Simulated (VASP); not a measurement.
**Input and output of a VASP r²SCAN single-point calculation on CaO (strained CsCl)**

INCAR

```
NSW = 0
NELM = 120
ISMEAR = 0
ENCUT = 520
LASPH = .TRUE.
LREAL = .FALSE.
PREC = Accurate
LELF = .TRUE.
ALGO = Normal
LWAVE = .FALSE.
IBRION = -1
EDIFF = 1E-7
NBANDS = 15
SIGMA = 0.01
METAGGA = R2SCAN
ISIF = 2
LCHARG = .TRUE.
```

KPOINTS

```
KPOINTS created by Atomic Simulation Environment
0
Gamma
8 8 8
0 0 0
```

KPOINTS_OPT

```
special points
4
Reciprocal
0.0000000000 0.0000000000 0.0000000000 1
0.0000000000 0.5000000000 0.0000000000 1
0.5000000000 0.5000000000 0.0000000000 1
0.5000000000 0.5000000000 0.5000000000 1
```

POSCAR

```
Ca O
 1.0000000000000000
     2.9032089648000001    0.0000000000000000    0.0000000000000000
     0.0000000000000000    2.9032089648000001    0.0000000000000000
     0.0000000000000000    0.0000000000000000    2.9943697263000000
 Ca  O
   1   1
Cartesian
  0.0000000000000000  0.0000000000000000  0.0000000000000000
  1.4516044824000001  1.4516044824000001  1.4971848631499998
```

VASP ran with the recommended PBE PAW datasets (16 valence electrons in the cell).

Command

```
mpirun -np 1 vasp_std
```

OSZICAR

```
N       E                     dE             d eps       ncg     rms          rms(c)
DAV:   1     0.116240311148E+03    0.11624E+03   -0.86497E+03  2250   0.114E+03
DAV:   2    -0.190642657744E+02   -0.13530E+03   -0.12668E+03  2747   0.301E+02
DAV:   3    -0.239912884268E+02   -0.49270E+01   -0.48935E+01  2629   0.596E+01
DAV:   4    -0.241078986914E+02   -0.11661E+00   -0.11649E+00  3137   0.847E+00
DAV:   5    -0.241100488356E+02   -0.21501E-02   -0.21501E-02  2648   0.942E-01    0.734E+00
DAV:   6    -0.184329275359E+02    0.56771E+01   -0.27589E+00  2751   0.226E+01    0.257E+00
DAV:   7    -0.184938528950E+02   -0.60925E-01   -0.37767E-01  2754   0.467E+00    0.182E+00
DAV:   8    -0.185173691487E+02   -0.23516E-01   -0.19424E-01  2341   0.411E+00    0.134E+00
DAV:   9    -0.184837957762E+02    0.33573E-01   -0.57196E-02  2621   0.224E+00    0.175E-01
DAV:  10    -0.184832949733E+02    0.50080E-03   -0.50847E-03  2418   0.578E-01    0.682E-02
DAV:  11    -0.184833360937E+02   -0.41120E-04   -0.10596E-04  3335   0.105E-01    0.179E-02
DAV:  12    -0.184833346665E+02    0.14272E-05   -0.40544E-06  2630   0.253E-02    0.109E-02
DAV:  13    -0.184833338574E+02    0.80910E-06   -0.75109E-06  2852   0.228E-02    0.370E-03
DAV:  14    -0.184833333570E+02    0.50044E-06   -0.59878E-07  2810   0.759E-03    0.584E-04
DAV:  15    -0.184833333472E+02    0.97396E-08   -0.45277E-08  1461   0.167E-03
   1 F= -.18483333E+02 E0= -.18483333E+02  d E =-.722569E-60
       N       E                     dE             ncg
DAV:   1     0.123596567214E+04   -0.24711E+04      120
DAV:   2     0.690748232892E+03   -0.54522E+03      155
DAV:   3     0.674354003256E+03   -0.16394E+02      134
DAV:   4     0.673810455812E+03   -0.54355E+00      178
DAV:   5     0.673803013166E+03   -0.74426E-02      134
DAV:   6     0.673802739012E+03   -0.27415E-03      200
DAV:   7     0.673802734668E+03   -0.43447E-05      126
DAV:   8     0.673802734540E+03   -0.12731E-06      131
DAV:   9     0.673802734536E+03   -0.42897E-08       95
```

From OUTCAR

```
k-points           NKPTS =     75   k-points in BZ     NKDIM =     75   number of bands    NBANDS=     15

   NELECT =      16.0000    total number of electrons

   dimension x,y,z NGX =    24 NGY =   24 NGZ =   24
   dimension x,y,z NGXF=    48 NGYF=   48 NGZF=   48

  energy-cutoff  :      520.00
  volume of cell :       25.24
      direct lattice vectors                 reciprocal lattice vectors
     2.903208965  0.000000000  0.000000000     0.344446443  0.000000000  0.000000000
     0.000000000  2.903208965  0.000000000     0.000000000  0.344446443  0.000000000
     0.000000000  0.000000000  2.994369726     0.000000000  0.000000000  0.333960096

 k-points in reciprocal lattice and weights: KPOINTS created by Atomic Simulation Env
   0.00000000  0.00000000  0.00000000       0.002
   0.12500000  0.00000000  0.00000000       0.008
   0.25000000  0.00000000  0.00000000       0.008
   0.37500000  0.00000000  0.00000000       0.008
   0.50000000  0.00000000  0.00000000       0.004
   0.12500000  0.12500000  0.00000000       0.008
   0.25000000  0.12500000  0.00000000       0.016
   0.37500000  0.12500000  0.00000000       0.016
   ...

 E-fermi :   3.8970

 k-point     1 :       0.0000    0.0000    0.0000
  band No.  band energies     occupation
      1     -37.2154      2.00000
      2     -16.8669      2.00000
      3     -16.8116      2.00000
      4     -16.8116      2.00000
      5     -13.6202      2.00000
      6       3.2084      2.00000
      7       3.4873      2.00000
      8       3.4873      2.00000
      9       6.9605      0.00000
     10       6.9686      0.00000
     11       9.4465      0.00000
     12      12.5177      0.00000
     13      12.5177      0.00000
     14      12.6686      0.00000
     15      23.5194      0.00000

 k-point     2 :       0.1250    0.0000    0.0000
  band No.  band energies     occupation
      1     -37.1918      2.00000
      2     -17.0719      2.00000
      3     -16.8480      2.00000
      4     -16.7941      2.00000
      5     -13.4195      2.00000
      6       2.7596      2.00000
      7       3.1390      2.00000
      8       3.4323      2.00000
      9       7.0976      0.00000
     10       7.6349      0.00000
     11      10.0924      0.00000
     12      12.4463      0.00000
     13      12.5628      0.00000
     14      12.5703      0.00000
     15      22.6631      0.00000

 k-point     3 :       0.2500    0.0000    0.0000
  band No.  band energies     occupation
      1     -37.1340      2.00000
      2     -17.6165      2.00000
      3     -16.8020      2.00000
      4     -16.7514      2.00000
      5     -13.0011      2.00000
      6       1.4472      2.00000
      7       2.9666      2.00000
      8       3.2940      2.00000
      9       7.4376      0.00000
     10       9.1767      0.00000
     11      11.4890      0.00000
     12      12.3150      0.00000
     13      12.3750      0.00000
     14      12.6739      0.00000
     15      20.9215      0.00000

 k-point     4 :       0.3750    0.0000    0.0000
  band No.  band energies     occupation
      1     -37.0752      2.00000
      2     -18.0888      2.00000
      3     -16.7554      2.00000
      4     -16.7082      2.00000
      5     -12.6287      2.00000
      6       0.4015      2.00000
      7       2.7878      2.00000
      8       3.1480      2.00000
      9       7.8213      0.00000
     10      10.7872      0.00000
     11      12.2323      0.00000
     12      12.2359      0.00000
     13      12.7884      0.00000
     14      13.1200      0.00000
     15      19.4248      0.00000

 k-point     5 :       0.5000    0.0000    0.0000
  band No.  band energies     occupation
      1     -37.0506      2.00000
      2     -18.2701      2.00000
      3     -16.7359      2.00000
      4     -16.6902      2.00000
      5     -12.4806      2.00000
      6       0.0098      2.00000
      7       2.7121      2.00000
      8       3.0855      2.00000
      9       7.9971      0.00000
     10      11.4402      0.00000
     11      12.1870      0.00000
     12      12.2171      0.00000
     13      12.8369      0.00000
     14      14.2644      0.00000
     15      18.4305      0.00000

 k-point     6 :       0.1250    0.1250    0.0000
  band No.  band energies     occupation
      1     -37.1684      2.00000
      2     -17.1204      2.00000
      3     -16.9560      2.00000
      4     -16.8296      2.00000
      5     -13.2644      2.00000
      6       2.5822      2.00000
      7       2.9962      2.00000
      8       3.0980      2.00000
      9       7.5010      0.00000
     10       7.9790      0.00000
     11      10.4551      0.00000
     12      12.1896      0.00000
     13      12.5871      0.00000
     14      12.7078      0.00000
     15      22.4557      0.00000

 k-point     7 :       0.2500    0.1250    0.0000
  band No.  band energies     occupation
      1     -37.1114      2.00000
      2     -17.5779      2.00000
      3     -16.9433      2.00000
      4     -16.7850      2.00000
      5     -12.9376      2.00000
      6       1.5239      2.00000
      7       2.8848      2.00000
      8       2.9904      2.00000
      9       7.8636      0.00000
     10       9.3521      0.00000
     11      10.9900      0.00000
     12      11.9505      0.00000
     13      12.7124      0.00000
     14      12.9818      0.00000
     15      21.3680      0.00000

 k-point     8 :       0.3750    0.1250    0.0000
  band No.  band energies     occupation
      1     -37.0534      2.00000
      2     -18.0256      2.00000
      3     -16.8811      2.00000
      4     -16.7399      2.00000
      5     -12.6481      2.00000
      6       0.5839      2.00000
      7       2.8441      2.00000
      8       2.8710      2.00000
      9       8.1535      0.00000
     10      10.8602      0.00000
     11      11.1808      0.00000
     12      11.9148      0.00000
     13      12.5548      0.00000
     14      14.1467      0.00000
     15      19.7936      0.00000

 k-point     9 :       0.5000    0.1250    0.0000
  band No.  band energies     occupation
      1     -37.0291      2.00000
      2     -18.1999      2.00000
      3     -16.8540      2.00000
      4     -16.7210      2.00000
      5     -12.5340      2.00000
      6       0.2295      2.00000
      7       2.8184      2.00000
      8       2.8207      2.00000
      9       8.2791      0.00000
     10      11.2185      0.00000
     11      11.4589      0.00000
     12      11.9851      0.00000
     13      12.4143      0.00000
     14      15.3255      0.00000
     15      18.2877      0.00000

 k-point    10 :       0.2500    0.2500    0.0000
  band No.  band energies     occupation
      1     -37.0562      2.00000
      2     -17.5615      2.00000
      3     -17.2925      2.00000
      4     -16.7438      2.00000
      5     -12.8103      2.00000
      6       1.4971      2.00000
      7       2.2652      2.00000
      8       3.0414      2.00000
      9       8.4842      0.00000
     10      10.1455      0.00000
     11      10.3598      0.00000
     12      11.4615      0.00000
     13      12.4594      0.00000
     14      13.9961      0.00000
     15      21.8675      0.00000

 k-point    11 :       0.3750    0.2500    0.0000
  band No.  band energies     occupation
      1     -37.0002      2.00000
      2     -17.8676      2.00000
      3     -17.2778      2.00000
      4     -16.7022      2.00000
      5     -12.7101      2.00000
      6       1.0113      2.00000
      7       2.2172      2.00000
      8       3.0816      2.00000
      9       8.6406      0.00000
     10       9.9991      0.00000
     11      11.2658      0.00000
     12      11.3963      0.00000
     13      11.9660      0.00000
     14      15.3294      0.00000
     15      20.0285      0.00000

 k-point    12 :       0.5000    0.2500    0.0000
  band No.  band energies     occupation
      1     -36.9768      2.00000
      2     -18.0214      2.00000
      3     -17.2348      2.00000
      4     -16.6849      2.00000
      5     -12.6752      2.00000
      6       0.7691      2.00000
      7       2.2563      2.00000
      8       3.0945      2.00000
      9       8.6502      0.00000
     10       9.8914      0.00000
     11      11.4118      0.00000
     12      11.5480      0.00000
     13      11.9275      0.00000
     14      16.9746      0.00000
     15      18.0613      0.00000

 k-point    13 :       0.3750    0.3750    0.0000
  band No.  band energies     occupation
      1     -36.9463      2.00000
      2     -17.7363      2.00000
      3     -17.6134      2.00000
      4     -16.6643      2.00000
      5     -12.7942      2.00000
      6       1.3625      2.00000
      7       1.7691      2.00000
      8       3.3072      2.00000
      9       8.5906      0.00000
     10       9.2362      0.00000
     11      10.8069      0.00000
     12      11.2832      0.00000
     13      12.5939      0.00000
     14      16.4875      0.00000
     15      20.2607      0.00000

 ...

  Total        0.2270040      0.2270040     -1.6843483      0.0000000      0.0000000     -0.0000000
  in kB       14.4106026     14.4106026   -106.9252965      0.0000000      0.0000000     -0.0000000
  external PRESSURE =     -26.0346971 kB  Pullay stress =       0.0000000 kB

 POSITION                                       TOTAL-FORCE (eV/Angst)
 -----------------------------------------------------------------------------------
      0.00000      0.00000      0.00000         0.000000      0.000000      0.000000
      1.45160      1.45160      1.49718         0.000000      0.000000      0.000000
 -----------------------------------------------------------------------------------
    total drift:                                0.000000      0.000000     -0.000000

  FREE ENERGIE OF THE ION-ELECTRON SYSTEM (eV)
  ---------------------------------------------------
  free  energy   TOTEN  =       -18.4833333472 eV

  energy  without entropy=      -18.4833333472  energy(sigma->0) =      -18.48333335
```

```yaml
gap_between_bands_v_and_c: 3.18 eV
least_direct_gap: 3.47 eV
pressure: -2.6 GPa
```

Band v is the last that the valence electrons fill when counted band by band, and c is the next.

The run took about 31 s on one core of a shared host (Intel Xeon 6975P-C) and held 0.16 GiB at most.
